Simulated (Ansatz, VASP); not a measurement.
# AgCl in VASP and in Ansatz

INCAR

```
SYSTEM = AgCl
ALGO = Normal
EDIFF = 1E-6
ENCUT = 520
GGA = PS
ISIF = 2
ISMEAR = 0
LASPH = .True.
LCHARG = .True.
LELF = .True.
LREAL = .False.
LVHAR = .True.
LWAVE = .False.
NBANDS = 16
NELM = 60
PREC = Accurate
SIGMA = 0.05
```

The input KPOINTS:

```
k-points
0
Gamma
  8 8 8
  0 0 0
```

The input POSCAR:

```
AgCl
1.0
    0.0000000000      2.8563445000      2.8147472500
    2.8563445000      0.0000000000      2.8147472500
    2.8563445000      2.8563445000      0.0000000000
Ag Cl
1 1
Direct
    0.5000000000      0.5000000000      0.5000000000
    0.0000000000      0.0000000000      0.0000000000
```

Input for Ansatz:

```yaml
crystal:
  lattice:
    - [0.0, 2.8563445, 2.81474725]
    - [2.8563445, 0.0, 2.81474725]
    - [2.8563445, 2.8563445, 0.0]
  atoms:
    - { symbol: Ag, position: [0.5, 0.5, 0.5] }
    - { symbol: Cl, position: [0.0, 0.0, 0.0] }
basis:
  ecutwfc: 420
kpoints:
  mp_grid: { grid: [8, 8, 8] }
hamiltonian:
  xc: pbesol
scf:
  occupations: { method: gaussian, width: 0.05 }
output:
  forces: true
  stress: true
  eigenvalues: true
```

Change from the starting cell: strain +0.030 along x and y, +0.015 along z, atoms carried along.

Alike in both runs: task single point; functional PBEsol; k mesh 8 × 8 × 8; occupations gaussian, width 0.05 eV; no spin polarisation.

|  | VASP | Ansatz |
| --- | --- | --- |
| version | VASP 6.6.1 | Ansatz 0.2.0 |
| potentials or method | VASP PAW PBE potentials, release 64 (Ag, Cl) | scalar-relativistic, plane waves, PAW |
| plane-wave cutoff (eV) | 520 | 420 |
| valence electrons in the cell | 18 | 26 |

```csv
,VASP,Ansatz,Ansatz less VASP
gap on the k mesh at the Fermi level (eV),0.72,0.73,+0.003
least direct gap on the mesh (eV),2.78,2.78,0.000
pressure (GPa),-5.2,-5.1,+0.10
```

The two sets of potentials don't hold the same shells in valence.

Caveats: the PAW data sets were made with another functional, which shifts forces and pressure a little (VASP). A k mesh can miss the band edges.
